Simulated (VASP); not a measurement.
A run of VASP 6.6.1 is set up as follows.

INCAR

```
SYSTEM = AlPt
  PREC = Accurate
  ENCUT = 600
  EDIFF = 1E-6
  ISMEAR = -1
  SIGMA = 0.05
  LREAL = .False.
  LASPH = .True.
  NELM = 60
  ALGO = Normal
  ISIF = 3
  LWAVE = .False.
  LCHARG = .False.
  METAGGA = R2SCAN
  LMIXTAU = .True.
  IBRION = 2
  NSW = 60
  EDIFFG = -0.005
```

Contents of KPOINTS:

```
Automatic mesh
0
Gamma
  8 8 8
  0 0 0
```

Contents of POSCAR:

```
AlPt
1.0
    3.0915460000      0.0000000000      0.0000000000
    0.0000000000      3.0915460000      0.0000000000
    0.0000000000      0.0000000000      3.0915460000
Pt Al
1 1
Direct
    0.5000000000      0.5000000000      0.5000000000
    0.0000000000      0.0000000000      0.0000000000
```

Potentials or basis: VASP PAW PBE potentials, release 64 (Pt, Al).

Command:

```sh
$ cat potpaw_PBE.64/Pt/POTCAR potpaw_PBE.64/Al/POTCAR > POTCAR
$ mpirun -np 1 vasp_std > vasp.out
```

Problem. What does it give for the band gap on the k mesh?

Solution. None (metal or under the smearing width).

Problem. Estimate the relaxed cell.

Solution. a = 3.065 Å, b = 3.065 Å, c = 3.065 Å, α = 90.00°, β = 90.00°, γ = 90.00°.

Problem. What does it give for the space group after relaxing (to 0.05 Å)?

Solution. Pm-3m (No. 221).

Problem. Predict the relaxed volume.

Solution. 14.40 Å³/atom.

Final structure:
```
Pt Al
1.0
     3.06532    0.00000    0.00000
     0.00000    3.06532    0.00000
     0.00000    0.00000    3.06532
Pt Al
1 1
Direct
  0.50000 0.50000 0.50000
  0.00000 0.00000 0.00000
```

Caveat: the PAW data sets were made with another functional, which shifts forces and pressure a little. The run has no spin-orbit coupling, so splittings on Pt are missing.
